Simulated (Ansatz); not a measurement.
# WS2 (Tungstenite) (P6_3/mmc) in Ansatz: a series of runs, part 2 of 2

Ansatz 0.2.0. The steps go on from the part before.

## Step 3: Relaxation of cell and atoms, revPBE+D3(BJ)

File input.yaml:

```yaml
crystal:
  lattice:
    - [3.18, 0.0, 0.0]
    - [-1.59, 2.753960784, 0.0]
    - [0.0, 0.0, 12.5]
  atoms:
    - { symbol: W, position: [0.6666666667, 0.3333333333, 0.75] }
    - { symbol: W, position: [0.3333333333, 0.6666666667, 0.25] }
    - { symbol: S, position: [0.6666666667, 0.3333333333, 0.375] }
    - { symbol: S, position: [0.3333333333, 0.6666666667, 0.875] }
    - { symbol: S, position: [0.6666666667, 0.3333333333, 0.125] }
    - { symbol: S, position: [0.3333333333, 0.6666666667, 0.625] }
hamiltonian:
  xc: revpbe
  pseudopotentials: { kind: paw }
  dispersion: d3bj
kpoints:
  mp_grid: { grid: [10, 10, 3] }
scf:
  occupations: { method: fermi_dirac, width: 0.05 }
output:
  forces: true
  stress: true
  write_density: true
  write_potential: true
  elf: true
  volumetric_format: npy
relax:
  f_tol: 0.01
  max_steps: 40
  cell: { stress_tol: 0.05 }
```

Potentials or basis: Ansatz PAW.

Command:

```bash
ansatz run input.yaml --threads 2 --pin off --max-ram 5120MiB --backend cpu --events-out ev --progress --plain --runs-dir out
```

What it wrote:

```text
Warning: RAYON_NUM_THREADS=2 ignored (pool sized by the plan → 2); use --threads N
Engine: ansatz 0.2.0, aarch64-unknown-linux-gnu
Pseudopotentials: kind: paw
Pseudopotential: W, paw, valence charge 14, recommended cutoff 420 eV (normal), W.paw.azcp
Pseudopotential: S, paw, valence charge 6, recommended cutoff 420 eV (normal), S.paw.azcp
Functional definition: revPBE
  parameter kappa = 1.245
  parameter beta = 0.06672455060314922
  exchange = pbe_x(kappa = kappa, mu = beta*pi^2/3)
  correlation = pbe_c(beta = beta)
Crystal: 6 atoms, lattice volume = 109.470 Å³
Basis set: ecut = 420 eV, 2129 PW (Γ), exchange–correlation on 48×48×180 points (8 copies of the dense FFT grid, shifted against one another)
Bands: 32, of which v1, the nominal top of the filled ones, is band 26 counted from 1 (25 counted from 0)
Symmetry: 24 space group operations
Space group: P63/mmc (ITA 194), of the structure as read, at distance tolerance 4.8e-5 Å
k-points: 28 of 300
Non-local potential: W, projectors of the file, l = 0: 3, l = 1: 2, l = 2: 2, l = 3: 1
Non-local potential: S, projectors of the file, l = 0: 2, l = 1: 2, l = 2: 2
PAW form: soft (Blöchl's): semilocal exchange-correlation on the pseudo side does not see the compensation charge
PAW frozen core: W, regenerated for the run's functional, and the local potential with it (the file was generated under x = pbe(κ = 0.804, μ = 0.2195149727645171), c = pbe(β = 0.06672455060314922))
PAW frozen core: S, regenerated for the run's functional, and the local potential with it (the file was generated under x = pbe(κ = 0.804, μ = 0.2195149727645171), c = pbe(β = 0.06672455060314922))
PAW one-centre angular grid: W, 590 points (default); XC on 64 Gauss nodes
PAW one-centre angular grid: S, 110 points (default); XC on 64 Gauss nodes
Initial density: superposition of atomic densities (neutral atoms: chi_scale 0, normalization atom), corrected by the library's trained network
Initial wavefunctions: pseudopotential atomic-orbital guess
Functional: x = revpbe(κ = 1.245, μ = 0.2195149727645171), c = pbe(β = 0.06672455060314922)
SCF iter   1: F=—  HF=-24415.457222 eV  |F-HF|=—  |Δ(HF+E_count)|=         —  Δρ=5.28e-3  dr2=1.87e-2  ethr=1.77e-3  ⟨swp⟩=6.3  Hψ=4191  notcnv=0
[... 92 lines left out ...]
  E_hartree    = 1217.745796
  E_xc         = -927.209126
  E_vxc        = -832.391145  (∫ρ·V_xc dr)
  E_paw        = -19553.335213  (= ΣΔE_a)
  E_vpaw       = -268.198658  (= ΣTr[D̂ρ^β])
  E_aug_tail   = -0.000127  (compensation charges beyond the density's cutoff)
  E_ewald      = -3496.309003
  E_disp       = -5.291393  (pairwise vdW)
  E_core_change = -0.135064  (= ΣΔE_core)
  E_smearing   = -0.000007  (= −TS)
  E_closure    = 0.000000  (closes the sum)
  Σ components = -24415.615691   (vs F -24415.615691, Δ=0.00e0)
--- Forces (eV/Å), atoms counted from 1 ---
  atom   1  W      0.00000000     0.00000000     0.00000000
  atom   2  W      0.00000000    -0.00000000    -0.00000000
  atom   3  S      0.00000000     0.00000000     0.00042980
  atom   4  S      0.00000000    -0.00000000     0.00042980
  atom   5  S      0.00000000     0.00000000    -0.00042980
  atom   6  S      0.00000000    -0.00000000    -0.00042980
  max |Σ_I F_I| component: 1.85e-17 eV/Å
--- Stress (GPa, compression-positive) ---
       -0.002217       0.000000       0.000000
        0.000000      -0.002217       0.000000
        0.000000       0.000000      -0.011118
  P = ⅓ Tr σ = -0.0052 GPa (-0.052 kbar)
--- Band table (eV; the first three rows and the last of 28) ---
  k-point 0: bands = ["-61.6845", "-61.6845", "-25.9967", "-25.9967", "-25.7969", "-25.7969", "-25.7969", "-25.7969", "-2.9858", "-2.5676", "-1.5280", "-0.7691", "4.8745", "6.4111", "8.6728", "9.3871", "9.3871", "9.4157", "9.4157", "10.6103", "10.6103", "10.7179", "10.7179", "11.5164", "11.7530", "12.9991", "15.1181", "15.1181", "15.1746", "15.1746", "15.1934", "15.1934"]
  k-point 1: bands = ["-61.6845", "-61.6845", "-25.9967", "-25.9967", "-25.7969", "-25.7969", "-25.7969", "-25.7969", "-2.9076", "-2.7091", "-1.3088", "-0.9406", "5.1763", "5.8987", "9.3309", "9.3939", "9.3939", "9.4082", "9.4082", "10.5102", "10.6371", "10.6371", "10.6909", "10.6909", "12.4503", "12.8756", "15.1257", "15.1257", "15.1566", "15.1566", "15.2661", "15.2661"]
  k-point 2: bands = ["-61.6825", "-61.6825", "-25.9898", "-25.9897", "-25.8352", "-25.8352", "-25.8058", "-25.8058", "-2.8124", "-2.3943", "-1.4461", "-0.7178", "5.0826", "6.6168", "8.4478", "8.9363", "8.9912", "9.5469", "9.5923", "10.0621", "10.3366", "10.4562", "10.6823", "11.5484", "11.7855", "12.5726", "14.9482", "14.9634", "15.0672", "15.1574", "15.1863", "15.3406"]
  k-point 27: bands = ["-61.6614", "-61.6614", "-26.1052", "-26.1052", "-26.0230", "-26.0230", "-25.9155", "-25.9155", "-0.2490", "-0.2204", "-0.1381", "-0.1125", "6.2512", "6.3540", "6.4697", "6.4906", "7.7018", "7.7510", "7.9138", "8.0483", "8.9218", "9.0771", "9.7156", "9.9675", "11.9589", "12.1114", "14.4016", "14.4267", "15.0484", "15.7441", "16.1470", "16.2603"]
--- Relaxed structure (6 steps of the walk, 6 accepted, 1 SCFs on fresh bases) ---
  F+E_penalty+E_count = -24415.61569092 eV   max|allowed force component| = 4.298e-4 eV/Å   (the final SCF, on the basis selected at the relaxed cell)
  cell:  # Å, volume = 100.1682 Å³
    - [3.134948755700499, 3.4132282735325412e-34, -5.685555001317597e-50]
    - [-1.5674743778502496, 2.7149452619990484, 4.434996353473335e-34]
    - [1.0065040638950012e-33, 2.3485094824216703e-33, 11.768962668391804]
  atoms:
    - { symbol: W, position: [0.6666666666666665, 0.33333333333333326, 0.7499999999999999] }
    - { symbol: W, position: [0.33333333333333326, 0.6666666666666665, 0.25] }
    - { symbol: S, position: [0.6666666666666665, 0.33333333333333326, 0.384093860071465] }
    - { symbol: S, position: [0.33333333333333326, 0.6666666666666665, 0.8840938600714648] }
    - { symbol: S, position: [0.6666666666666665, 0.33333333333333326, 0.1159061399285349] }
    - { symbol: S, position: [0.33333333333333326, 0.6666666666666665, 0.6159061399285349] }
```

v_z.tsv:

```text
# z_ang	v_es[eV]	v_tot[eV]
# format = ansatz-planar-average/11
# xc	revpbe
# density_cutoff_ev	1680
# datasets	W=:simpson_from_first_knot:soft:shift=237821	S=:simpson_from_first_knot:soft:shift=322589
# lattice	3.134948756	0.000000000	-0.000000000
# lattice	-1.567474378	2.714945262	0.000000000
# lattice	0.000000000	0.000000000	11.768962668
# sites	6
# site	74	1.567474378	0.904981754	8.826722001
# site	74	-0.000000000	1.809963508	2.942240667
# site	16	1.567474378	0.904981754	4.520386300
# site	16	0.000000000	1.809963508	10.404867635
# site	16	1.567474378	0.904981754	1.364095034
# site	16	0.000000000	1.809963508	7.248576368
0.000000	1.635755e1	1.019254e1
0.147112	1.620239e1	9.840532e0
0.294224	1.569884e1	8.750163e0
0.441336	1.473299e1	6.968689e0
0.588448	1.299866e1	4.337475e0
0.735560	1.046018e1	8.704792e-1
[... 72 lines left out ...]
11.474739	1.569884e1	8.750163e0
11.621851	1.620239e1	9.840532e0
```

Run time: 19 s. Hardware: 2 threads of Arm Neoverse V1, shared host; peak memory 0.42 GiB.

What came out:

```yaml
Free_energy: -24415.6157 eV
Relaxed_volume: 16.69 Å³/atom
Relaxed_cell: a = 3.135 Å, b = 3.135 Å, c = 11.769 Å, α = 90.00°, β = 90.00°, γ = 120.00°
Space_group_after_relaxing_to_0.05_Å: P6_3/mmc (No. 194)
Energy_gained_by_relaxing: 24.1 meV/atom
Ionic_steps: 7
Pressure_after_relaxing: 0.0 GPa
Band_gap_on_the_k_mesh: 0.80 eV, indirect (least direct gap 2.12 eV)
```

The path:
| step | energy change (eV) | largest force (eV/Å) | volume (Å³) |
| --- | --- | --- | --- |
| 1 | 0.0000 | 0.2057 | 109.47 |
| 2 | -0.0600 | 0.3537 | 97.48 |
| 3 | -0.1440 | 0.1229 | 100.71 |
| 4 | -0.1462 | 0.0453 | 100.11 |
| 5 | -0.1463 | 0.0161 | 100.22 |
| 6 | -0.1464 | 0.0002 | 100.17 |
| 7 | -0.1447 | 0.0004 | 100.17 |

Final structure:
```
W S
1.0
     3.13495    0.00000    0.00000
    -1.56747    2.71495    0.00000
     0.00000    0.00000   11.76896
W S
2 4
Direct
  0.66667 0.33333 0.75000
  0.33333 0.66667 0.25000
  0.66667 0.33333 0.38409
  0.33333 0.66667 0.88409
  0.66667 0.33333 0.11591
  0.33333 0.66667 0.61591
```

Caveat: odd divisions of the mesh miss points on the zone boundary, where band edges often lie, so the gap on the mesh can be too wide; the plane-wave basis is chosen anew once the cell has moved, so the energies of steps on either side of that aren't comparable; spin-orbit coupling is left out, which moves the levels of the heavy elements; the PAW data sets come from PBE, with cores solved anew for the run's functional, which leaves a small shift of forces and pressure. A k mesh can miss the band edges.

## Step 4: Single point, PBE

input.yaml: that of step 3 with these lines changed.

```diff
@@ -13,7 +13,6 @@
 hamiltonian:
-  xc: revpbe
+  xc: pbe
   pseudopotentials: { kind: paw }
-  dispersion: d3bj
 kpoints:
-  mp_grid: { grid: [10, 10, 3] }
+  mp_grid: { grid: [4, 4, 1] }
 scf:
@@ -23,2 +22,3 @@
   stress: true
+  eigenvalues: true
   write_density: true
@@ -27,5 +27 @@
   volumetric_format: npy
-relax:
-  f_tol: 0.01
-  max_steps: 40
-  cell: { stress_tol: 0.05 }
```

Potentials or basis: Ansatz PAW.

Command:

```bash
ansatz run input.yaml --threads 2 --pin off --max-ram 5120MiB --backend cpu --events-out ev --progress --plain --runs-dir out
```

What it wrote:

```text
Warning: RAYON_NUM_THREADS=2 ignored (pool sized by the plan → 2); use --threads N
[... 9 set-up lines as earlier in the session ...]
Crystal: 6 atoms, lattice volume = 109.470 Å³
Basis set: ecut = 420 eV, 2129 PW (Γ), exchange–correlation on 48×48×180 points (8 copies of the dense FFT grid, shifted against one another)
Bands: 32, of which v1, the nominal top of the filled ones, is band 26 counted from 1 (25 counted from 0)
[... 2 set-up lines as earlier in the session ...]
k-points: 4 of 16
[... 8 set-up lines as earlier in the session ...]
SCF iter   1: F=—  HF=-24382.870731 eV  |F-HF|=—  |Δ(HF+E_count)|=         —  Δρ=5.29e-3  dr2=2.38e-2  ethr=1.77e-3  ⟨swp⟩=6.5  Hψ=594  notcnv=0
preconditioner: auto → Resta (q_TF=auto, 2.410 Å⁻¹)  ε∞=7.4  [insulator: Δε(μ)=1.381 eV  Ē_g=8.396 eV  σ=0.050 eV  W_gap=1.00  n_scr=26 (ndim 8)  ℏωp=21.3 eV  f_vac=0.025  D(μ)=0.00/eV (n_scr^D=0)  ε∞_Penn≈7.4]
SCF iter   2: F=—  HF=-24382.873830 eV  |F-HF|=—  |Δ(HF+E_count)|=   3.10e-3  Δρ=2.72e-3  dr2=2.16e-3  ethr=4.58e-5  ⟨swp⟩=2.0  Hψ=204  notcnv=0
SCF iter   3: F=—  HF=-24382.877255 eV  |F-HF|=—  |Δ(HF+E_count)|=   3.43e-3  Δρ=1.34e-3  dr2=5.59e-4  ethr=4.15e-6  ⟨swp⟩=2.8  Hψ=203  notcnv=0
SCF iter   4: F=—  HF=-24382.878449 eV  |F-HF|=—  |Δ(HF+E_count)|=   1.19e-3  Δρ=6.46e-5  dr2=3.27e-6  ethr=1.07e-6  ⟨swp⟩=2.0  Hψ=191  notcnv=0
SCF iter   5: F=—  HF=-24382.878464 eV  |F-HF|=—  |Δ(HF+E_count)|=   1.45e-5  Δρ=1.22e-5  dr2=3.50e-7  ethr=6.28e-9  ⟨swp⟩=2.0  Hψ=223  notcnv=0
SCF iter   6: F=-24382.878464 eV  HF=-24382.878464 eV  |F-HF|=4.16e-8  |Δ(HF+E_count)|=   1.85e-7  Δρ=4.35e-6  dr2=4.07e-8  ethr=1.92e-10  ⟨swp⟩=11.8  Hψ=953  notcnv=0
SCF 1 converged in 6 iterations: F = -24382.878464 eV  dr2 = 4.07e-8
SCF converged after 6 iterations
Free energy (F): -24382.878464 eV
Harris-Foulkes:  -24382.878464 eV  (|F-HF|=4.16e-8)
Internal energy: -24382.878463 eV  (E = F + TS)
E sigma→0 (E₀):  -24382.878464 eV
Entropy (-TS):   -0.000000 eV (-0.000 meV/atom)
Fermi energy:    11.919256 eV
--- Per-component energies (eV) ---
  E_band       = -395.642941
  E_kinetic    = 1332.526669
  E_local      = -3640.979677  (includes V_loc(G=0)·N_el)
  E_nonlocal   = 114.763335
  E_hartree    = 1449.206496
  E_xc         = -924.374205
  E_vxc        = -830.168849  (∫ρ·V_xc dr)
  E_paw        = -19526.257846  (= ΣΔE_a)
  E_vpaw       = -270.187718  (= ΣTr[D̂ρ^β])
  E_aug_tail   = -0.000119  (compensation charges beyond the density's cutoff)
  E_ewald      = -3187.763116
  E_smearing   = -0.000000  (= −TS)
  E_closure    = 0.000000  (closes the sum)
  Σ components = -24382.878464   (vs F -24382.878464, Δ=0.00e0)
--- Forces (eV/Å), atoms counted from 1 ---
  atom   1  W      0.00000000    -0.00000000    -0.00000000
  atom   2  W      0.00000000     0.00000000     0.00000000
  atom   3  S      0.00000000    -0.00000000     0.05509644
  atom   4  S     -0.00000000     0.00000000     0.05509644
  atom   5  S      0.00000000    -0.00000000    -0.05509644
  atom   6  S     -0.00000000     0.00000000    -0.05509644
  max |Σ_I F_I| component: 6.94e-18 eV/Å
--- Stress (GPa, compression-positive) ---
        1.309439       0.000000       0.000000
        0.000000       1.309439       0.000000
        0.000000       0.000000       3.432631
  P = ⅓ Tr σ = 2.0172 GPa (20.172 kbar)
--- Band table (eV) ---
  k-point 0: bands = ["-63.2890", "-63.2890", "-27.5692", "-27.5692", "-27.4209", "-27.4209", "-27.4209", "-27.4209", "-4.2670", "-4.0824", "-2.6975", "-2.3421", "3.7919", "4.7068", "7.6046", "7.7387", "7.7387", "7.7502", "7.7502", "8.9649", "8.9649", "9.0077", "9.0077", "9.6928", "10.1822", "11.2731", "13.5180", "13.5180", "13.5257", "13.5257", "13.6118", "13.6118"]
  k-point 1: bands = ["-63.2805", "-63.2805", "-27.5916", "-27.5916", "-27.5379", "-27.5379", "-27.4609", "-27.4609", "-3.3349", "-3.1606", "-2.3169", "-2.0549", "4.7369", "5.4400", "6.0113", "6.2678", "6.4282", "6.9638", "7.8895", "7.9503", "8.5589", "8.6174", "8.6937", "9.3949", "9.7115", "9.8304", "12.6585", "13.1017", "13.2843", "13.5417", "13.6414", "14.1861"]
  k-point 2: bands = ["-63.2719", "-63.2719", "-27.7575", "-27.7575", "-27.5064", "-27.5064", "-27.5005", "-27.5005", "-2.0909", "-2.0074", "-1.8195", "-1.7432", "3.9987", "4.2346", "5.3472", "5.5351", "5.8829", "6.4687", "7.1580", "7.2261", "8.4028", "8.5673", "9.2523", "9.4134", "9.6065", "9.7682", "13.4788", "13.5168", "13.8370", "14.0544", "14.3878", "15.1561"]
  k-point 3: bands = ["-63.2719", "-63.2719", "-27.6956", "-27.6956", "-27.5645", "-27.5645", "-27.5064", "-27.5064", "-2.1311", "-2.0284", "-1.8119", "-1.7002", "4.8171", "4.9347", "5.2864", "5.3973", "6.3786", "6.5233", "6.7453", "7.1923", "7.3156", "7.4348", "8.6212", "8.8484", "9.9875", "10.0615", "12.7898", "13.3398", "13.6563", "13.8556", "14.0760", "14.5176"]
```

Run time: 0.87 s. Hardware: 2 threads of Arm Neoverse V1, shared host; peak memory 0.34 GiB.

Results:

```
Free energy            : -24382.8785 eV
Pressure               : 2.0 GPa
Largest force          : 0.055 eV/Å
Band gap on the k mesh : 1.39 eV, indirect (least direct gap 2.24 eV)
```

Forces in eV/Å, atoms in the order of the input:
```
W    0.000  0.000  0.000
W    0.000  0.000  0.000
S    0.000  0.000  0.055
S    0.000  0.000  0.055
S    0.000  0.000 -0.055
S    0.000  0.000 -0.055
```

Stress tensor (GPa, compression positive):
```
1.31 0.00 0.00
0.00 1.31 0.00
0.00 0.00 3.43
```

Levels at points of the mesh, in eV from the valence-band top:
| k point | band 22 | band 23 | band 24 | band 25 | band 26 | band 27 | band 28 | band 29 | band 30 | band 31 |
| --- | --- | --- | --- | --- | --- | --- | --- | --- | --- | --- |
| (0.00, 0.00, 0.00) | -2.27 | -2.27 | -1.58 | -1.09 | 0.00 | 2.24 | 2.24 | 2.25 | 2.25 | 2.34 |
| (0.00, -0.50, 0.00) | -2.71 | -2.02 | -1.86 | -1.67 | -1.50 | 2.21 | 2.24 | 2.56 | 2.78 | 3.11 |

Caveat: the k mesh is coarse (spacing up to 0.57 Å⁻¹), so the values aren't converged; spin-orbit coupling is left out, which moves the levels of the heavy elements; this functional lacks dispersion, which binds the layers, so the pressure and a relaxed spacing across them are unreliable. A k mesh can miss the band edges.

## Step 5: Summary

```tsv
task	level	U	cell	k mesh	hubbard projectors	double counting	mesh quality	gap on the mesh (eV)	pressure (GPa)	relaxed volume (Å³/atom)
relaxation of cell and atoms	PBE+U	W d U = 5.3 eV	relaxed	10 × 10 × 3	ortho-atomic (the default)	fll (the default)	not flagged	1.68	0.0	21.81
relaxation of cell and atoms	revPBE+D3(BJ)	-	relaxed	10 × 10 × 3	-	-	not flagged	0.80	0.0	16.69
single point	PBE	-	as given	4 × 4 × 1	-	-	coarse	1.39	2.0	-
```

Alike in all rows: potentials or basis Ansatz PAW; no spin polarisation; cutoff (eV) 420; smearing fermi-dirac 0.05 eV.

Caveats: some runs use coarse meshes; spin-orbit coupling is left out, which moves the levels of the heavy elements; odd divisions of the mesh miss points on the zone boundary, where band edges often lie, so the gap on the mesh can be too wide (some runs); the plane-wave basis is chosen anew once the cell has moved, so the energies of steps on either side of that aren't comparable (some runs); the volume moved by over 15 % at a fixed basis, so the end points are rough (some runs); this functional lacks dispersion, which binds the layers, so the pressure and a relaxed spacing across them are unreliable, and here the layers came unbound (some runs); the volume moved by +20 % from the deposited cell, more than functionals usually miss (some runs); the PAW data sets come from PBE, with cores solved anew for the run's functional, which leaves a small shift of forces and pressure (some runs).

Total energies depend on the potentials used, so only differences within one code and one set of settings carry meaning.
